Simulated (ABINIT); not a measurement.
**TiO2 (Anatase): single point with LDA**

TiO2 (Anatase):

```
CELL_PARAMETERS angstrom
-1.89210 1.89210 4.75730
1.89210 -1.89210 4.75730
1.89210 1.89210 -4.75730
ATOMIC_POSITIONS crystal
Ti 0.75000 0.25000 0.50000
Ti 0.00000 0.00000 0.00000
O 0.79190 0.79190 0.00000
O 0.54190 0.04190 0.50000
O 0.95810 0.45810 0.50000
O 0.20810 0.20810 0.00000
```

```yaml
Program: ABINIT 10.8.3 (patched build)
Task: single point
Functional: LDA
Potentials_or_basis: PseudoDojo NC SR LDA v0.4.1 standard
Cutoff: 952 eV
k_mesh: 8 × 8 × 8
Occupations: fermi-dirac, width 0.05 eV
Spin: no spin polarisation
```

```json
{
  "Largest force": "0.137 eV/Å",
  "Band gap on the k mesh": "2.08 eV, indirect (least direct gap 2.40 eV)",
  "Valence electrons inside the program's atomic spheres": "Ti 9.44; O 6.28"
}
```

Forces on the atoms (eV/Å):
```
Ti   0.000  0.000  0.000
Ti   0.000  0.000  0.000
O    0.000  0.000  0.137
O    0.000  0.000  0.137
O    0.000  0.000 -0.137
O    0.000  0.000 -0.137
```

Levels at points of the mesh, in eV from the valence-band top:
| k point | band 20 | band 21 | band 22 | band 23 | band 24 | band 25 | band 26 | band 27 | band 28 | band 29 |
| --- | --- | --- | --- | --- | --- | --- | --- | --- | --- | --- |
| (0.00, 0.00, 0.00) | -0.74 | -0.74 | -0.74 | -0.44 | -0.44 | 2.08 | 2.86 | 4.00 | 4.03 | 4.04 |
| (0.50, 0.00, 0.00) | -1.97 | -1.96 | -0.94 | -0.82 | -0.61 | 3.24 | 3.56 | 3.60 | 3.70 | 4.39 |
| (0.50, 0.50, 0.00) | -2.64 | -2.07 | -2.07 | 0.00 | 0.00 | 3.37 | 3.37 | 3.86 | 3.86 | 4.95 |
| (0.50, 0.50, 0.50) | -1.34 | -1.24 | -1.24 | -0.09 | -0.09 | 2.46 | 2.46 | 3.80 | 3.81 | 4.27 |

It took 9.5 min on 1 thread of Intel(R) Xeon(R) 6975P-C (Granite Rapids) (shared host), peak memory 0.21 GiB.

 A k mesh can miss the band edges.
